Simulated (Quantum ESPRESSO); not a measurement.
Os:

```
Os
1.0
     2.73410    0.00000    0.00000
    -1.36705    2.36780    0.00000
     0.00000    0.00000    4.31970
Os
2
Cartesian
  1.3671 0.7893 3.2398
  0.0000 1.5785 1.0799
```

Base run:

* Program: Quantum ESPRESSO 7.5
* Functional: PBE
* Potentials or basis: PseudoDojo 0.4 FR PBE standard
* Cutoff: 1007 eV
* Density cutoff: 4027 eV
* k mesh: 11 × 11 × 6
* Occupations: fermi-dirac, width 0.05 eV
* Spin: spin-orbit coupling, no magnetisation

Its results: band gap on the k mesh none (metal or under the smearing width); pressure 9.3 GPa.

Task: The run is repeated on the same cell with these changes: potentials or basis from PseudoDojo 0.4 FR PBE standard to PseudoDojo 0.4.1 SR PBE standard; spin from spin-orbit coupling, no magnetisation to no spin polarisation. What comes out?

Result: Band gap on the k mesh none (metal or under the smearing width); pressure 8.2 GPa.

Caveats: spin-orbit coupling is left out, which moves the levels of the heavy elements (some runs).
